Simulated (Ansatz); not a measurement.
# MgO (P6_3mc) in Ansatz: further runs, part 2 of 2

Ansatz 0.2.0.

## 3. Phonons, PBE

input.yaml reads:

```yaml
crystal:
  lattice:
    - [3.3077869865, 0.0, 0.0]
    - [-1.6538934933, 2.8646275606, 0.0]
    - [0.0, 0.0, 4.98288167]
  atoms:
    - { symbol: Mg, position: [0.6666666667, 0.3333333333, 0.50215974] }
    - { symbol: Mg, position: [0.3333333333, 0.6666666667, 0.00215974] }
    - { symbol: O, position: [0.6666666667, 0.3333333333, 0.90244026] }
    - { symbol: O, position: [0.3333333333, 0.6666666667, 0.40244026] }
hamiltonian:
  xc: pbe
  pseudopotentials: { kind: paw }
kpoints:
  mp_grid: { grid: [8, 8, 6] }
scf:
  occupations: { method: fixed }
phonons:
  method: dfpt
  dielectric: true
  rigid_motions: translations
```

Potentials or basis: Ansatz PAW.

Command:

```sh
$ ansatz run input.yaml --threads 2 --pin off --max-ram 5632MiB --backend cpu --events-out ev --progress --plain --runs-dir out
```

Log:

```text
Warning: RAYON_NUM_THREADS=2 ignored (pool sized by the plan → 2); use --threads N
Engine: ansatz 0.2.0, x86_64-unknown-linux-gnu
Pseudopotentials: kind: paw
Pseudopotential: Mg, paw, valence charge 10, recommended cutoff 420 eV (normal), Mg.paw.azcp
Pseudopotential: O, paw, valence charge 6, recommended cutoff 420 eV (normal), O.paw.azcp
Functional definition: PBE
  parameter kappa = 0.804
  parameter beta = 0.06672455060314922
  exchange = pbe_x(kappa = kappa, mu = beta*pi^2/3)
  correlation = pbe_c(beta = beta)
Crystal: 4 atoms, lattice volume = 47.216 Å³
Basis set: ecut = 420 eV, 929 PW (Γ), exchange–correlation on 48×48×72 points (8 copies of the dense FFT grid, shifted against one another)
Bands: 20, of which v1, the nominal top of the filled ones, is band 16 counted from 1 (15 counted from 0)
Symmetry: 12 space group operations
k-points: 114 of 384 (irreducible under 2 space group operations, time reversal used)
Non-local potential: Mg, projectors of the file, l = 0: 3, l = 1: 2, l = 2: 1
Non-local potential: O, projectors of the file, l = 0: 2, l = 1: 2, l = 2: 1
PAW form: soft (Blöchl's): semilocal exchange-correlation on the pseudo side does not see the compensation charge
PAW one-centre angular grid: Mg, 110 points (default); XC on 64 Gauss nodes
PAW one-centre angular grid: O, 110 points (default); XC on 64 Gauss nodes
Initial density: superposition of atomic densities (neutral atoms: chi_scale 0, normalization atom), corrected by the library's trained network
Initial wavefunctions: pseudopotential atomic-orbital guess
Functional: x = pbe(κ = 0.804, μ = 0.2195149727645171), c = pbe(β = 0.06672455060314922)
SCF iter   1: F=—  HF=-4987.991494 eV  |F-HF|=—  |Δ(HF+E_count)|=         —  Δρ=1.19e-3  dr2=4.83e-4  ethr=1.77e-3  ⟨swp⟩=4.8  Hψ=9524  notcnv=0  defer=228
preconditioner: auto → Resta (q_TF=auto, 2.557 Å⁻¹)  ε∞=3.3  [insulator: Δε(μ)=3.472 eV  Ē_g=14.173 eV  n_scr=22 (ndim 8)  ℏωp=21.6 eV  f_vac=0.033  ε∞_Penn≈3.3]
SCF iter   2: F=—  HF=-4987.991016 eV  |F-HF|=—  |Δ(HF+E_count)|=   4.77e-4  Δρ=4.59e-4  dr2=4.52e-5  ethr=1.51e-6  ⟨swp⟩=2.1  Hψ=5010  notcnv=0  defer=228
SCF iter   3: F=—  HF=-4987.990984 eV  |F-HF|=—  |Δ(HF+E_count)|=   3.22e-5  Δρ=2.58e-4  dr2=2.15e-5  ethr=1.41e-7  ⟨swp⟩=2.1  Hψ=4302  notcnv=0  defer=228
SCF iter   4: F=—  HF=-4987.990995 eV  |F-HF|=—  |Δ(HF+E_count)|=   1.08e-5  Δρ=7.02e-5  dr2=1.42e-6  ethr=6.73e-8  ⟨swp⟩=2.0  Hψ=4332  notcnv=0  defer=228
SCF iter   5: F=—  HF=-4987.990996 eV  |F-HF|=—  |Δ(HF+E_count)|=   1.03e-6  Δρ=3.91e-5  dr2=6.21e-7  ethr=4.43e-9  ⟨swp⟩=2.0  Hψ=4104  notcnv=0
SCF iter   6: F=—  HF=-4987.990996 eV  |F-HF|=—  |Δ(HF+E_count)|=   6.06e-8  Δρ=4.57e-6  dr2=6.62e-9  ethr=1.94e-9  ⟨swp⟩=2.0  Hψ=3098  notcnv=0
SCF iter   7: F=—  HF=-4987.990996 eV  |F-HF|=—  |Δ(HF+E_count)|=   6.38e-9  Δρ=7.32e-7  dr2=1.99e-10  ethr=2.07e-11  ⟨swp⟩=2.1  Hψ=3370  notcnv=0
SCF iter   8: F=-4987.990996 eV  HF=-4987.990996 eV  |F-HF|=8.19e-12  |Δ(HF+E_count)|=  1.11e-10  Δρ=2.69e-7  dr2=1.45e-11  ethr=1.00e-12  ⟨swp⟩=8.0  Hψ=12358  notcnv=0
SCF 1 converged in 8 iterations: F = -4987.990996 eV  dr2 = 1.45e-11
NSCF: frozen V_eff on 2 k-points
DFPT response loops at Γ: preconditioner auto → Resta (q_TF=auto, 2.557 Å⁻¹)  ε∞=4.2 (no band partly filled); β = 1.00, the filter's whole step (`scf.mixing.beta` (0.50) is not read by the response loops at its default; to damp them type it under 1.00, their step now; it binds the ground state too); Broyden in place of MSR1
── the response to a field inside a basis, on 8×8×6 k-points: an SCF that follows is theirs, and a resumed run solves both again ──
Bands: 17, of which v1, the nominal top of the filled ones, is band 16 counted from 1 (15 counted from 0)
k-points: 60 of 384 (irreducible under 4 space group operations, time reversal used)
Initial density: handed on by an earlier stage of this run
Initial wavefunctions: pseudopotential atomic-orbital guess (no wavefunctions were taken with the density)
Eigensolver: Dense (60 Hₖ)
SCF iter   1: F=—  HF=-4987.992185 eV  |F-HF|=—  |Δ(HF+E_count)|=         —  Δρ=4.74e-4  dr2=1.85e-5  ethr=1.00e-1
preconditioner: auto → Resta (q_TF=auto, 2.557 Å⁻¹)  ε∞=4.3  [insulator: Δε(μ)=3.879 eV  Ē_g=11.852 eV  n_scr=22 (ndim 8)  ℏωp=21.6 eV  f_vac=0.036  ε∞_Penn≈4.3]
SCF iter   2: F=—  HF=-4987.992190 eV  |F-HF|=—  |Δ(HF+E_count)|=   4.75e-6  Δρ=2.11e-4  dr2=5.31e-6  ethr=5.78e-8
SCF iter   3: F=—  HF=-4987.992193 eV  |F-HF|=—  |Δ(HF+E_count)|=   2.44e-6  Δρ=8.87e-5  dr2=6.39e-7  ethr=1.66e-8
SCF iter   4: F=-4987.992193 eV  HF=-4987.992193 eV  |F-HF|=1.21e-9  |Δ(HF+E_count)|=   4.74e-7  Δρ=2.14e-6  dr2=8.63e-10  ethr=2.00e-9
SCF 1 converged in 4 iterations: F = -4987.992193 eV  dr2 = 8.63e-10
DFPT response loops at Γ: preconditioner auto → none (the input reference at scf.mixing.eps_inf says where Resta's filter doesn't serve); β = 0.50; Broyden in place of MSR1
SCF converged after 8 iterations
Free energy (F): -4987.990996 eV
Harris-Foulkes:  -4987.990996 eV  (|F-HF|=8.19e-12)
Internal energy: -4987.990996 eV  (E = F + TS)
E sigma→0 (E₀):  -4987.990996 eV
Fermi energy:    5.076450 eV
--- Per-component energies (eV) ---
  E_band       = -668.573120
  E_kinetic    = 508.707973
  E_local      = -3730.512806  (includes V_loc(G=0)·N_el)
  E_nonlocal   = 286.096358
  E_hartree    = 1329.659499
  E_xc         = -209.209483
  E_vxc        = -267.901983  (∫ρ·V_xc dr)
  E_paw        = -899.764719  (= ΣΔE_a)
  E_vpaw       = -124.286681  (= ΣTr[D̂ρ^β])
  E_aug_tail   = 0.004947  (compensation charges beyond the density's cutoff)
  E_ewald      = -2272.972765
  E_smearing   = -0.000000  (= −TS)
  E_closure    = -0.000000  (closes the sum)
  Σ components = -4987.990996   (vs F -4987.990996, Δ=0.00e0)
--- Band table (eV; the first three rows and the last of 114) ---
  k-point 0: bands = ["-66.7836", "-66.7792", "-33.5856", "-33.5371", "-33.5290", "-33.5290", "-33.5202", "-33.5202", "-11.1896", "-10.3649", "1.8122", "4.2946", "4.2946", "4.6315", "4.6315", "5.0764", "8.5573", "13.6129", "15.4317", "19.1902"]
  k-point 1: bands = ["-66.7833", "-66.7795", "-33.5824", "-33.5404", "-33.5284", "-33.5284", "-33.5208", "-33.5208", "-11.1375", "-10.4237", "1.9610", "4.3163", "4.3163", "4.6079", "4.6079", "4.6844", "8.9994", "13.1223", "15.9453", "19.2027"]
  k-point 2: bands = ["-66.7825", "-66.7803", "-33.5737", "-33.5494", "-33.5268", "-33.5268", "-33.5224", "-33.5224", "-10.9931", "-10.5814", "2.3918", "3.8796", "4.3763", "4.3763", "4.5442", "4.5442", "9.9633", "12.1644", "17.0057", "19.3248"]
  k-point 113: bands = ["-66.7799", "-66.7799", "-33.5696", "-33.5696", "-33.5381", "-33.5381", "-33.5332", "-33.5332", "-10.3885", "-10.3885", "2.2629", "2.2629", "3.4496", "3.4496", "4.6094", "4.6094", "12.9914", "12.9914", "15.6015", "15.6015"]
--- Phonons (Γ-DFPT): 4 representative perturbations + reference, on 114 of 384 k-points (Σ response iterations 14) ---
  k mesh reduced under 2 symmetry operations, with k and −k counted as one. Each operation leaves every solved perturbation unchanged. A smaller set is not considered because the run solves the response to a homogeneous field
  ASR residual: 4.105e-4 → 0.000e0 eV/Å²; symmetrization residual: 6.916e-6 eV/Å²
  ASR residual per site (eV/Å²): 4.11e-4 4.11e-4 8.55e-5 8.55e-5
  Γ frequencies (cm⁻¹): 0.00 0.00 0.00 195.46 195.46 429.26 431.45 524.45 528.48 528.48 530.27 530.27
  ε∞ (high-frequency dielectric tensor):
        2.974098     0.000000     0.000000
        0.000000     2.974098     0.000000
        0.000000     0.000000     3.083881
  ε⁰ (static dielectric tensor: ions relaxed, cell fixed):
        5.457797    -0.000000     0.000000
       -0.000000     5.457797     0.000000
        0.000000     0.000000     7.370278
  ε⁰ − ε∞ (ionic part):
        2.483699    -0.000000     0.000000
       -0.000000     2.483699     0.000000
        0.000000     0.000000     4.286397
  softest optical mode at Γ: 195.46 cm⁻¹; the repairs (sum rule, projections) moved no ω² at Γ by more than (2.45 cm⁻¹)²
  Born effective charges Z* (e; rows j = field, columns β = displacement):
    site 0:
         1.79798   -0.00000    0.00000
        -0.00000    1.79798    0.00000
         0.00000    0.00000    1.91207
    site 1:
         1.79798   -0.00000    0.00000
        -0.00000    1.79798    0.00000
         0.00000    0.00000    1.91207
    site 2:
        -1.79798    0.00000   -0.00000
         0.00000   -1.79798   -0.00000
        -0.00000   -0.00000   -1.91207
    site 3:
        -1.79798    0.00000   -0.00000
         0.00000   -1.79798   -0.00000
        -0.00000   -0.00000   -1.91207
  Z* charge neutrality: 2.229e-3 e pre-enforcement
  solved inside a basis spanned on kpoints, on 8×8×6 k-points, its susceptibility summed on 14×14×8: ε∞ is read to err by 7.3e-3, Z* by 1.2e-2 e (field_mesh: kpoints solves on kpoints); Z* is corrected for what the basis lacks
  optical modes at Γ without the LO–TO term, one row a degenerate level:
      ω (cm⁻¹)  modes    IR ((D/Å)²/amu)
        195.46      2             0.0000
        429.26      1            17.4847
        431.45      1             0.0000
        524.45      1             0.0000
        528.48      2             0.0000
        530.27      2            30.9209
  optical modes at Γ + LO–TO along q̂ = [1.0000, 0.0000, 0.0000]:
      ω (cm⁻¹)  modes    IR ((D/Å)²/amu)
        195.46      2             0.0000
        429.26      1            17.4847
        431.45      1             0.0000
        524.45      1             0.0000
        528.48      2             0.0000
        530.27      1            15.4604
        718.34      1            15.4604
  optical modes at Γ + LO–TO along q̂ = [0.0000, 1.0000, 0.0000]:
      ω (cm⁻¹)  modes    IR ((D/Å)²/amu)
        195.46      2             0.0000
        429.26      1            17.4847
        431.45      1             0.0000
        524.45      1             0.0000
        528.48      2             0.0000
        530.27      1            15.4604
        718.34      1            15.4604
  optical modes at Γ + LO–TO along q̂ = [0.0000, 0.0000, 1.0000]:
      ω (cm⁻¹)  modes    IR ((D/Å)²/amu)
        195.46      2             0.0000
        431.45      1             0.0000
        524.45      1             0.0000
        528.48      2             0.0000
        530.27      2            30.9209
        663.61      1            17.4847
```

optical_modes.tsv:

```text
# format = ansatz-optical-modes/1
# cell_volume_ang3 = 4.721568276346846e1
[... 10 lines left out ...]
0e0	0e0	0e0	5.302712318200214e2	2	3.0920874583355932e1	6.701308018190474e-1	-2.7755575615628914e-17	1.3145055988165624e-16	6.701308018190468e-1	-2.3259020439225053e-16	1.0651271763464407e-31
[... 18 lines left out ...]
0e0	0e0	1e0	5.302712318200214e2	2	3.092087458335592e1	6.701308018190472e-1	5.551115123125783e-17	-2.1267419207657896e-16	6.701308018190464e-1	-4.84884587965428e-17	7.100321680891467e-32
0e0	0e0	1e0	6.636095082287338e2	1	1.7484692230890506e1	2.8060251785930017e-31	2.0542763136169868e-32	4.611515590733841e-16	1.5039249130343929e-33	3.3760663732426296e-17	7.578718895973889e-1
```

Run time: 87 s. Hardware: 2 threads of Intel Xeon at 2.70GHz, shared host; peak memory 0.78 GiB.

Results:

| Quantity | Value |
| --- | --- |
| Free energy | -4987.9910 eV |
| Band gap on the k mesh | 3.48 eV, direct |
| Electronic dielectric tensor (diagonal) | 2.97, 2.97, 3.08 |
| Born charges (mean of the diagonal) | Mg +1.84; O -1.84 e |
| Highest phonon frequency at Γ, LO-TO splitting left out | 530 cm⁻¹ |
| Static dielectric tensor (diagonal) | 5.46, 5.46, 7.37 |

Phonon frequencies in cm⁻¹ (negative: imaginary):
```tsv
q point	frequencies
(0.000, 0.000, 0.000)	0 0 0 195 195 429 431 524 528 528 530 530
```

Electronic dielectric tensor:
```
2.97 0.00 0.00
0.00 2.97 0.00
0.00 0.00 3.08
```

Born effective charge tensors (e):
atom 1, Mg
```
1.80 0.00 0.00
0.00 1.80 0.00
0.00 0.00 1.91
```
atom 2, Mg
```
1.80 0.00 0.00
0.00 1.80 0.00
0.00 0.00 1.91
```
atom 3, O
```
-1.80  0.00  0.00
 0.00 -1.80  0.00
 0.00  0.00 -1.91
```
atom 4, O
```
-1.80  0.00  0.00
 0.00 -1.80  0.00
 0.00  0.00 -1.91
```

Static dielectric tensor, electrons and zone-centre modes:
```
5.46 0.00 0.00
0.00 5.46 0.00
0.00 0.00 7.37
```

A k mesh can miss the band edges. A hybrid or GW would open this gap; PBE tends to underestimate it.
